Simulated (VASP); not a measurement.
Crystal: Cu.

```
CELL_PARAMETERS angstrom
0.00000 1.80750 1.80750
1.80750 0.00000 1.80750
1.80750 1.80750 0.00000
ATOMIC_POSITIONS crystal
Cu 0.00000 0.00000 0.00000
```

Base run:

```yaml
Program: VASP 6.6.1
Functional: r2SCAN
Potentials_or_basis: VASP PAW PBE potentials, release 64 (Cu)
Cutoff: 520 eV
k_mesh: 13 × 13 × 13
Occupations: fermi-dirac, width 0.05 eV
Spin: no spin polarisation
```

Its results: pressure -4.3 GPa.

Q: The run is repeated on the same cell with these changes: functional from r2SCAN to SCAN. What comes out?

A: Pressure -6.3 GPa.

Caveats: the PAW data sets were made with another functional, which shifts forces and pressure a little.
